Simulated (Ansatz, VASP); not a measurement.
## One calculation of Os, two programs

```
Os
1.0
    -0.01945    1.93528    1.93528
     1.93528   -0.01945    1.93528
     1.93528    1.93528   -0.01945
Os
1
Direct
  0.00000 0.00000 0.00000
```

Change from the starting cell: equal xy, yz and zx shear strains of -1 %.

Alike in both runs: task single point; functional PBEsol; k mesh 14 × 14 × 14; occupations fermi-dirac, width 0.05 eV; no spin polarisation.

|  | VASP | Ansatz |
| --- | --- | --- |
| version | VASP 6.6.1 | Ansatz 0.2.0 |
| potentials or method | VASP PAW PBE potentials, release 64 (Os), cutoff 520 eV | all-electron LAPW, scalar-relativistic |

Ansatz gave:

* pressure (GPa): -19.8
* largest component of the traceless stress (GPa): 2.46

What did VASP give for the same quantities?

Pressure (GPa): -19.9; largest component of the traceless stress (GPa): 2.45.

Ansatz ran all-electron here, so the differences hold the error of VASP's frozen core and of both bases.

Caveats: so large a pressure means that the cell lies far from this level's equilibrium, or that cutoff or potentials fall short (VASP); the potentials were made for another functional, which shifts forces and pressure (VASP). Spin-orbit coupling is left out, which matters for the levels of Os.
